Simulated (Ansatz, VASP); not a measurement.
## Cross-check of Ag2Bi between VASP and Ansatz

Wanted: the spread between two codes on one cell, functional and k mesh. The cell is generated by rule, not measured, and may not be a known phase. The two relaxations start from unlike cells of this crystal (the structure described is Ansatz's start), so only their ends are compared.

Main program and level: Ansatz 0.2.0; plane waves, with VASP 6.6.1 beside it; relaxation of cell and atoms at PBEsol.

The structure was built from a prototype and need not be the compound's stable phase.

## Step 1: Set-up

It takes space group Cmcm (No. 63, orthorhombic). The conventional cell has a = 10.288 Å, b = 4.956 Å, c = 4.956 Å, α = 90.00°, β = 90.00°, γ = 90.00°. Nearest to Bi lie 10 Ag at 2.97 to 3.27 Å. Ag has 6 Ag at 2.83 to 3.09 Å and 5 Bi at 2.97 to 3.27 Å nearest. Farther neighbours are not listed.

As a file:

```cif
data_structure
_symmetry_space_group_name_H-M 'Cmcm'
_symmetry_Int_Tables_number 63
_cell_length_a 10.2884
_cell_length_b 4.9559
_cell_length_c 4.9559
_cell_angle_alpha 90.000
_cell_angle_beta 90.000
_cell_angle_gamma 90.000
_cell_volume 252.69
loop_
_atom_site_label
_atom_site_type_symbol
_atom_site_symmetry_multiplicity
_atom_site_Wyckoff_symbol
_atom_site_fract_x
_atom_site_fract_y
_atom_site_fract_z
_atom_site_occupancy
Bi1 Bi 4 c 0.50000 0.27547 0.25000 1
Ag1 Ag 8 g 0.81594 0.31457 0.25000 1
```

## Step 2: VASP: relaxation of cell and atoms, PBEsol

The relaxed volume is the usual yardstick between codes: in a stiff, nearly cubic crystal its relative difference is about their pressure difference at one cell divided by the bulk modulus.

Lines of VASP's logs that name or quote its potential files are left out, and so is its time.

The input, INCAR:

```
SYSTEM = Ag2Bi
PREC = Accurate
ENCUT = 500
EDIFF = 1E-07
NELM = 120
ISMEAR = 1
SIGMA = 0.2
LREAL = .FALSE.
ALGO = Normal
GGA = PS
NBANDS = 45
LASPH = .TRUE.
LORBIT = 11
LWAVE = .FALSE.
LCHARG = .FALSE.
ISIF = 3
IBRION = 2
NSW = 80
EDIFFG = -0.005
GGA_COMPAT = .FALSE.
NELMIN = 4
KPAR = 2
```

The input, POSCAR:

```
Ag2Bi
1.0
    3.3410402022      3.3410402022      0.0000000000
   -3.7406423132      3.7406423132      0.0000000035
   -1.8703206252      1.8703206252      5.1239427063
Bi Ag
2 4
Direct
    0.4999998573      0.5287095012      0.0000000000
    0.0000000000      0.9712903561      1.0000000000
    0.4999998573      0.9029483582      0.3867056592
    0.0000000000      0.2103459452      0.3867056591
    0.5000000000      0.2896540548      0.6132943409
    0.0000000000      0.5970514992      0.6132943408
```

The input, KPOINTS:

```
Automatic mesh
0
Gamma
8 8 8
0 0 0
```

PAW data sets: Bi_d and Ag (PBE family, release 64).

Run with:

```
> mpirun -np 2 vasp_std
```

Numbers of over 12 decimals in the logs are rounded to 6 here.

Log:

```text
[banner, memory and clock lines left out]
running    2 mpi-ranks, on    1 nodes
 distrk:  each k-point on    1 cores,    2 groups
 distr:  one band on    1 cores,    1 groups

 POSCAR found type information on POSCAR BiAg
 POSCAR found :  2 types and       6 ions
|                                                                             |
|               ----> ADVICE to this user running VASP <----                  |
|                                                                             |
|     You enforced a specific xc type in the INCAR file but a different       |
|     [... a line on the potential file left out ...]
|     I HOPE YOU KNOW WHAT YOU ARE DOING!                                     |
|                                                                             |

 LDA part: xc-table for (Slater+PW92), standard interpolation
 POSCAR, INCAR and KPOINTS ok, starting setup
 FFT: planning ... GRIDC
 FFT: planning ... GRID_SOFT
 FFT: planning ... GRID
 WAVECAR not read
 entering main loop
       N       E                     dE             d eps       ncg     rms          rms(c)
DAV:   1     0.755663587120E+03    0.75566E+03   -0.35876E+04  9471   0.187E+03
DAV:   2     0.506633306409E+02   -0.70500E+03   -0.68547E+03  9505   0.509E+02
DAV:   3    -0.199061166916E+02   -0.70569E+02   -0.68470E+02 10194   0.163E+02
DAV:   4    -0.227046820951E+02   -0.27986E+01   -0.27767E+01 10626   0.325E+01
DAV:   5    -0.228153904522E+02   -0.11071E+00   -0.11069E+00 13265   0.668E+00    0.992E+00
DAV:   6    -0.215054277831E+02    0.13100E+01   -0.60347E+00 10301   0.158E+01    0.697E+00
DAV:   7    -0.214590365963E+02    0.46391E-01   -0.28014E-01 10113   0.318E+00    0.382E+00
DAV:   8    -0.214382983349E+02    0.20738E-01   -0.67837E-02 11649   0.143E+00    0.353E-01
DAV:   9    -0.214359598316E+02    0.23385E-02   -0.97748E-03 10460   0.703E-01    0.170E-01
DAV:  10    -0.214358363490E+02    0.12348E-03   -0.17248E-03 10685   0.250E-01    0.244E-02
DAV:  11    -0.214358409762E+02   -0.46272E-05   -0.47684E-05 10349   0.411E-02    0.127E-02
DAV:  12    -0.214358433795E+02   -0.24033E-05   -0.66455E-06 11282   0.164E-02    0.732E-03
DAV:  13    -0.214358426024E+02    0.77705E-06   -0.93530E-07 10052   0.646E-03    0.608E-04
DAV:  14    -0.214358426123E+02   -0.98962E-08   -0.55854E-08  5688   0.158E-03
   1 F= -.21435843E+02 E0= -.21435544E+02  d E =-.214358E+02
 curvature:   0.00 expect dE= 0.000E+00 dE for cont linesearch  0.000E+00
 trial: gam= 0.00000 g(F)=  0.353E-05 g(S)=  0.208E-04 ort = 0.000E+00 (trialstep = 0.100E+01)
 search vector abs. value=  0.244E-04
 bond charge predicted
       N       E                     dE             d eps       ncg     rms          rms(c)
DAV:   1    -0.214359437840E+02   -0.10118E-03   -0.50556E-03 10185   0.372E-01    0.458E-02
DAV:   2    -0.214358914921E+02    0.52292E-04   -0.10260E-04 12292   0.955E-02    0.269E-02
DAV:   3    -0.214358626126E+02    0.28879E-04   -0.48202E-05 11903   0.655E-02    0.588E-03
DAV:   4    -0.214358633650E+02   -0.75239E-06   -0.86377E-06 10187   0.199E-02    0.385E-03
DAV:   5    -0.214358632919E+02    0.73120E-07   -0.27338E-07  7943   0.357E-03
   2 F= -.21435863E+02 E0= -.21435566E+02  d E =-.206795E-04
 trial-energy change:   -0.000021  1 .order   -0.000021   -0.000024   -0.000018
 step:   3.8255(harm=  3.8255)  dis= 0.00057  next Energy=   -21.435889 (dE=-0.466E-04)
 reached required accuracy - stopping structural energy minimisation
```

From OUTCAR (step 2):

```text
ion  position               nearest neighbor table
   1  0.500  0.529  0.000-   5 3.03   3 3.03   6 3.15   4 3.15   6 3.15   4 3.15   5 3.16   3 3.16
                             2 3.33   2 3.33   3 3.60   5 3.60   2 3.78   2 3.78
   2  0.000  0.971  0.000-   4 3.03   6 3.03   3 3.15   5 3.15   5 3.15   3 3.15   4 3.16   6 3.16
                             1 3.33   1 3.33   6 3.60   4 3.60   1 3.78   1 3.78
   3  0.500  0.903  0.387-   6 2.82   6 2.82   4 2.87   4 2.87   5 2.89   5 2.89   1 3.03   2 3.15
                             2 3.15   1 3.16   1 3.60
   4  0.000  0.210  0.387-   5 2.82   5 2.82   3 2.87   3 2.87   6 2.89   6 2.89   2 3.03   1 3.15
                             1 3.15   2 3.16   2 3.60
   5  0.500  0.290  0.613-   4 2.82   4 2.82   6 2.87   6 2.87   3 2.89   3 2.89   1 3.03   2 3.15
                             2 3.15   1 3.16   1 3.60
   6  0.000  0.597  0.613-   3 2.82   3 2.82   5 2.87   5 2.87   4 2.89   4 2.89   2 3.03   1 3.15
                             1 3.15   2 3.16   2 3.60

  LATTYP: Found a base centered orthorhombic cell.
 ALAT       =     5.2900670913
 B/A-ratio  =     1.9371938450
 C/A-ratio  =     0.8931728624

 Subroutine GETGRP returns: Found  8 space group operations
 (whereof  4 operations were pure point group operations)

The static configuration has the point symmetry C_2v.
 The point group associated with its full space group is D_2h.

 Found    105 irreducible k-points:

   k-points           NKPTS =    105   k-points in BZ     NKDIM =    105   number of bands    NBANDS=     45

   dimension x,y,z NGX =    36 NGY =   40 NGZ =   42
   dimension x,y,z NGXF=    72 NGYF=   80 NGZF=   84

   ENCUT  =  500.0 eV  36.75 Ry    6.06 a.u.   8.61  9.65 10.51*2*pi/ulx,y,z

   NELECT =      74.0000    total number of electrons

 k-points in reciprocal lattice and weights: Automatic mesh
   0.00000000  0.00000000  0.00000000       0.002
   0.12500000  0.00000000  0.00000000       0.004
   0.25000000  0.00000000  0.00000000       0.004
   0.37500000  0.00000000  0.00000000       0.004
   0.50000000  0.00000000  0.00000000       0.002
   0.00000000  0.12500000 -0.00000000       0.008
   0.12500000  0.12500000 -0.00000000       0.016
   0.25000000  0.12500000 -0.00000000       0.016
   0.37500000  0.12500000 -0.00000000       0.016
[...]
0.37500000  0.00000000  0.50000000       0.004
   0.50000000 -0.00000000  0.50000000       0.002

 average (electrostatic) potential at core
       1-102.3853       2-102.3853       3 -70.8568       4 -70.8568       5 -70.8568
       6 -70.8568

 E-fermi :   8.2900

 k-point     1 :       0.0000    0.0000    0.0000
  band No.  band energies     occupation
    ...
     33       5.3475      2.00000
     34       5.4789      2.00000
     35       5.8273      2.00000
     36       6.7927      2.00000
     37       8.1915      1.73182
     38       8.9419     -0.00004
     39       9.7636     -0.00000
     40      10.9197     -0.00000
     41      11.1290     -0.00000
     42      12.1257     -0.00000
    ...

 k-point     2 :       0.1250    0.0000    0.0000
  band No.  band energies     occupation
    ...
     33       5.3531      2.00000
     34       5.3914      2.00000
     35       5.9545      2.00000
     36       6.9019      2.00000
     37       8.1828      1.77857
     38       9.0412     -0.00000
     39      10.1393     -0.00000
     40      10.3180     -0.00000
     41      10.5646     -0.00000
     42      11.6619     -0.00000
    ...

 k-point     3 :       0.2500    0.0000    0.0000
  band No.  band energies     occupation
    ...
     33       5.2426      2.00000
     34       5.5054      2.00000
     35       6.2794      2.00000
     36       7.1887      2.00000
     37       8.1156      2.01253
     38       9.0424     -0.00000
     39       9.3405     -0.00000
     40       9.4226     -0.00000
     41      10.5336     -0.00000
     42      10.9763     -0.00000
    ...

  Total        0.0061896      0.0061896     -0.0045990      0.0255715      0.0000000     -0.0000000
  in kB        0.0774273      0.0774273     -0.0575299      0.3198833      0.0000000     -0.0000000
  external PRESSURE =       0.0324416 kB  Pullay stress =       0.0000000 kB

  energy-cutoff  :      500.00
  volume of cell :      128.08
      direct lattice vectors                 reciprocal lattice vectors
     3.342172945  3.342172945  0.000000000     0.149603270  0.149603270  0.000000000
    -3.739874152  3.739874152  0.000000004    -0.133694338  0.133694338 -0.097591008
    -1.869936545  1.869936545  5.123421395     0.000000000 -0.000000000  0.195182071

 POSITION                                       TOTAL-FORCE (eV/Angst)
 -----------------------------------------------------------------------------------
     -0.30619      3.64836      0.00000        -0.000213      0.000213      0.000000
     -3.63254      3.63254      0.00000         0.000213     -0.000213     -0.000000
     -2.42904      5.77121      1.98140        -0.001347      0.001347      0.002924
     -1.50968      1.50968      1.98140         0.001347     -0.001347      0.002924
     -0.55910      3.90128      3.14202        -0.001347      0.001347     -0.002924
     -3.37962      3.37962      3.14202         0.001347     -0.001347     -0.002924
 -----------------------------------------------------------------------------------
    total drift:                                0.000708      0.000427      0.000031

  FREE ENERGIE OF THE ION-ELECTRON SYSTEM (eV)
  ---------------------------------------------------
  free  energy   TOTEN  =       -21.4358632919 eV

  energy  without entropy=      -21.4349723921  energy(sigma->0) =      -21.43556633

 reached required accuracy - stopping structural energy minimisation

 total charge
# of ion       s       p       d       tot
------------------------------------------
    1        1.552   1.275   9.929  12.755
    2        1.552   1.275   9.929  12.755
    3        0.417   0.288   9.159   9.864
    4        0.417   0.288   9.159   9.864
    5        0.417   0.288   9.159   9.864
    6        0.417   0.288   9.159   9.864
--------------------------------------------------
tot          4.772   3.701  56.494  64.967

[... 3 further parts left out ...]
```

(Continued in part 2 of 2.)

[Lines on the potential files, build, host, timing and source positions are cut from VASP's logs without a mark.]

[Logs are printed without paths, hosts, clocks, repeated set-up lines and the standing remarks that a program may print on its own settings, such as how far it seeks lower states.]

[Hosts, paths, dates, database ids (printed as entryN), source tags and the programs' standing remarks are cut or masked in the printed files.]
